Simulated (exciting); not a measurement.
# TaN (Fm-3m) in exciting: reference runs

How does TaN come out in PBEsol? The cell is run as given.

Program: exciting (release sodium). These are calculated values, not measurements. Logs are shortened: lines on timing, memory, paths and dates and some standing lists are left out, and cuts for length are marked.

### 1 The structure

It takes space group Fm-3m (No. 225, cubic). Conventional cell: a = 4.423 Å, b = 4.423 Å, c = 4.423 Å, α = 90.00°, β = 90.00°, γ = 90.00°. Ta (site symmetry m-3m) is surrounded by 6 N at 2.21 Å. N (site symmetry m-3m) has 6 Ta at 2.21 Å as nearest neighbours.

The cell comes from a database or a generator and needn't be the stable form of this composition.

### 2 Single point, PBEsol

The input, input.xml:

```xml
<input>
  <title>TaN</title>
  <structure speciespath="./" tshift="false">
    <crystal scale="1">
      <basevect>0.000000000000 4.178794843086 4.178794843086</basevect>
      <basevect>4.178794843086 0.000000000000 4.178794843086</basevect>
      <basevect>4.178794843086 4.178794843086 0.000000000000</basevect>
    </crystal>
    <species speciesfile="Ta.xml" rmt="2.3">
      <atom coord="0.500000000000 0.500000000000 0.500000000000"/>
    </species>
    <species speciesfile="N.xml" rmt="1.45">
      <atom coord="0.000000000000 0.000000000000 0.000000000000"/>
    </species>
  </structure>
  <groundstate do="fromscratch" ngridk="10 10 10" rgkmax="7.5" gmaxvr="14" lmaxapw="10" lmaxmat="10" lmaxvr="8" xctype="GGA_PBE_SOL" stype="Fermi Dirac" swidth="0.00183747" nempty="14" ValenceRelativity="iora*" epsengy="1e-05" epspot="1e-05" maxscl="60" tforce="true" outputlevel="normal"/>
  <properties>
    <chargedensityplot>
      <plot3d>
        <box grid="16 16 16">
          <origin coord="0 0 0"/>
          <point coord="1 0 0"/>
          <point coord="0 1 0"/>
          <point coord="0 0 1"/>
        </box>
      </plot3d>
    </chargedensityplot>
    <elfplot>
      <plot3d>
        <box grid="16 16 16">
          <origin coord="0 0 0"/>
          <point coord="1 0 0"/>
          <point coord="0 1 0"/>
          <point coord="0 0 1"/>
        </box>
      </plot3d>
    </elfplot>
    <exccplot>
      <plot3d>
        <box grid="16 16 16">
          <origin coord="0 0 0"/>
          <point coord="1 0 0"/>
          <point coord="0 1 0"/>
          <point coord="0 0 1"/>
        </box>
      </plot3d>
    </exccplot>
  </properties>
</input>
```

Potentials or basis: all-electron LAPW+lo, shipped species files, valence relativity iora*.

On the command line:

```console
$ OMP_NUM_THREADS=1 exciting_smp
```

INFO.OUT:

```text
================================================================================
EXCITING SODIUM started
[... 10 lines left out ...]

 Lattice vectors (cartesian) :
      0.0000000000      4.1787948431      4.1787948431
      4.1787948431      0.0000000000      4.1787948431
      4.1787948431      4.1787948431      0.0000000000

 Reciprocal lattice vectors (cartesian) :
     -0.7517939434      0.7517939434      0.7517939434
      0.7517939434     -0.7517939434      0.7517939434
      0.7517939434      0.7517939434     -0.7517939434

 Unit cell volume                           :     145.9429585208
 Brillouin zone volume                      :       1.6996381049

 Species :    1 (Ta)
     parameters loaded from                 :    Ta.xml
     name                                   :    tantalum
     nuclear charge                         :     -73.00000000
     electronic charge                      :      73.00000000
     atomic mass                            :  329847.84330000
     muffin-tin radius                      :       2.30000000
     # of radial points in muffin-tin       :     450

     atomic positions (lattice) :
       1 :   0.50000000  0.50000000  0.50000000

 Species :    2 (N)
     parameters loaded from                 :    N.xml
     name                                   :    nitrogen
     nuclear charge                         :      -7.00000000
     electronic charge                      :       7.00000000
     atomic mass                            :   25532.72506000
     muffin-tin radius                      :       1.45000000
     # of radial points in muffin-tin       :     250

     atomic positions (lattice) :
       1 :   0.00000000  0.00000000  0.00000000

 Total number of atoms per unit cell        :       2

 Spin treatment                             :    spin-unpolarised

 Number of Bravais lattice symmetries       :      48
 Number of crystal symmetries               :      48

 k-point grid                               :      10   10   10
 Total number of k-points                   :      47
 k-point set is reduced with crystal symmetries

 R^MT_min * |G+k|_max (rgkmax)              :       7.50000000
 Species with R^MT_min                      :       2 (N)
 Maximum |G+k| for APW functions            :       5.17241379
 Maximum |G| for potential and density      :      14.00000000

 G-vector grid sizes                        :      27    27    27
 Total number of G-vectors                  :    6735

 Maximum angular momentum used for
     APW functions                          :      10
     computing H and O matrix elements      :      10
     potential and density                  :       8
     inner part of muffin-tin               :       2

 Total nuclear charge                       :     -80.00000000
 Total electronic charge                    :      80.00000000
 Total core charge                          :      48.00000000
 Total valence charge                       :      32.00000000

 Number of empty states                     :      14
 Total number of valence states             :      31

 Maximum Hamiltonian size                   :     379
 Maximum number of plane-waves              :     348
 Total number of local-orbitals             :      31

 Exchange-correlation type                  :      22
     PBEsol, Phys. Rev. Lett. 100, 136406 (2008)
     Generalised gradient approximation (GGA)

[... 20 lines left out ...]
+ SCF iteration number :    1                                                  +
++++++++++++++++++++++++++++++++++++++++++++++++++++++++++++++++++++++++++++++++
 Total energy                               :    -15656.98938651
 _______________________________________________________________
 Fermi energy                               :         0.58782255
 Kinetic energy                             :     17602.85601681
 Coulomb energy                             :    -32940.30292481
 Exchange energy                            :      -314.30278563
 Correlation energy                         :        -5.23969289

 DOS at Fermi energy (states/Ha/cell)       :        21.59186399

 Electron charges :
     core                                   :        48.00000000
     core leakage                           :         0.00001706
     valence                                :        32.00000000
     interstitial                           :         4.15118273
     charge in muffin-tin spheres :
                  atom     1    Ta          :        69.77763980
                  atom     2     N          :         6.07117747
     total charge in muffin-tins            :        75.84881727
     total charge                           :        80.00000000

++++++++++++++++++++++++++++++++++++++++++++++++++++++++++++++++++++++++++++++++
+ SCF iteration number :    2                                                  +
++++++++++++++++++++++++++++++++++++++++++++++++++++++++++++++++++++++++++++++++
 Total energy                               :    -15675.30072266
 _______________________________________________________________
 Fermi energy                               :         0.59089472
 Kinetic energy                             :     17590.44420557
 Coulomb energy                             :    -32946.06790025
 Exchange energy                            :      -314.42629889
 Correlation energy                         :        -5.25072909

 DOS at Fermi energy (states/Ha/cell)       :        14.25909338

 Electron charges :
     core                                   :        48.00000000
     core leakage                           :         0.00001688
     valence                                :        32.00000000
     interstitial                           :         4.27375893
     charge in muffin-tin spheres :
                  atom     1    Ta          :        70.14062706
                  atom     2     N          :         5.58561401
     total charge in muffin-tins            :        75.72624107
     total charge                           :        80.00000000
[... 499 lines left out ...]
++++++++++++++++++++++++++++++++++++++++++++++++++++++++++++++++++++++++++++++++
+ SCF iteration number :   20                                                  +
++++++++++++++++++++++++++++++++++++++++++++++++++++++++++++++++++++++++++++++++
 Total energy                               :    -15676.11226662
 _______________________________________________________________
 Fermi energy                               :         0.60877275
 Kinetic energy                             :     17589.25794316
 Coulomb energy                             :    -32945.70582272
 Exchange energy                            :      -314.41168521
 Correlation energy                         :        -5.25270185

 DOS at Fermi energy (states/Ha/cell)       :        19.94483185

 Electron charges :
     core                                   :        48.00000000
     core leakage                           :         0.00001674
     valence                                :        32.00000000
     interstitial                           :         4.26735156
     charge in muffin-tin spheres :
                  atom     1    Ta          :        70.25545928
                  atom     2     N          :         5.47718916
     total charge in muffin-tins            :        75.73264844
     total charge                           :        80.00000000

 RMS change in effective potential (target) :  0.597615E-07  ( 0.100000E-04)
 Absolute change in total energy   (target) :  0.250797E-06  ( 0.100000E-04)
 Charge distance                   (target) :  0.748276E-09  ( 0.100000E-04)
 Abs. change in max-nonIBS-force   (target) :   0.00000      ( 0.500000E-04)

++++++++++++++++++++++++++++++++++++++++++++++++++++++++++++++++++++++++++++++++
| Convergency criteria checked for the last 2 iterations                       +
| Convergence targets achieved. Performing final SCF iteration                 +
++++++++++++++++++++++++++++++++++++++++++++++++++++++++++++++++++++++++++++++++
 Total energy                               :    -15676.11226517
 _______________________________________________________________
 Fermi energy                               :         0.60877275
 Kinetic energy                             :     17589.25794403
 Coulomb energy                             :    -32945.70582217
 Exchange energy                            :      -314.41168518
 Correlation energy                         :        -5.25270185

 DOS at Fermi energy (states/Ha/cell)       :        19.94483078

 Electron charges :
     core                                   :        48.00000000
     core leakage                           :         0.00001674
     valence                                :        32.00000000
     interstitial                           :         4.26735156
     charge in muffin-tin spheres :
                  atom     1    Ta          :        70.25545927
                  atom     2     N          :         5.47718917
     total charge in muffin-tins            :        75.73264844
     total charge                           :        80.00000000

++++++++++++++++++++++++++++++++++++++++++++++++++++++++++++++++++++++++++++++++
+ Self-consistent loop stopped                                                 +
++++++++++++++++++++++++++++++++++++++++++++++++++++++++++++++++++++++++++++++++
 STATE.OUT is written

--------------------------------------------------------------------------------
- Writing atomic positions and forces                                          -
--------------------------------------------------------------------------------

 Atomic positions (lattice) :
 atom     1  Ta  :     0.50000000    0.50000000    0.50000000
 atom     2   N  :     0.00000000    0.00000000    0.00000000

 Total atomic forces including IBS (cartesian) :
 atom     1  Ta  :     0.00000000    0.00000000    0.00000000
 atom     2   N  :    -0.00000000   -0.00000000   -0.00000000

 Atomic force components including IBS (cartesian) :
 atom     1  Ta  :    -0.00000000    0.00000000   -0.00000000   HF force
                 :     0.00000000   -0.00000000    0.00000000   core correction
                 :     0.00000000   -0.00000000    0.00000000   IBS correction
 atom     2   N  :     0.00000000   -0.00000000    0.00000000   HF force
                 :    -0.00000000    0.00000000   -0.00000000   core correction
                 :    -0.00000000    0.00000000   -0.00000000   IBS correction

********************************************************************************
[... 7 lines left out ...]
| EXCITING SODIUM stopped                                                      =
================================================================================
```

Run time: 2.8 min. Hardware: 1 thread of Intel Xeon Platinum 8488C (Sapphire Rapids), shared host; peak memory 0.13 GiB.

What came out:

```yaml
Free_energy: -426568.7517 eV
Band_gap_on_the_k_mesh: none (metal or under the smearing width)
All_electrons_inside_the_program's_atomic_spheres: Ta 70.26; N 5.48 (radii Ta 2.3, N 1.45 bohr)
```

Levels at points of the mesh, in eV from the Fermi level:
```csv
k point,band 14,band 15,band 16,band 17,band 18,band 19
"(0.00, 0.00, 0.00)",-3.75,-3.75,-2.11,-2.11,-2.11,0.00
"(0.50, 0.00, 0.00)",-7.48,-7.48,1.83,1.83,1.93,3.70
"(0.50, 0.50, 0.00)",-5.40,-4.58,-4.58,2.01,3.45,3.45
```

Caveat: the log's total energy holds no entropy term; the free energy is that total less TS from the occupations. Spin-orbit coupling is left out, which matters for the levels of Ta.
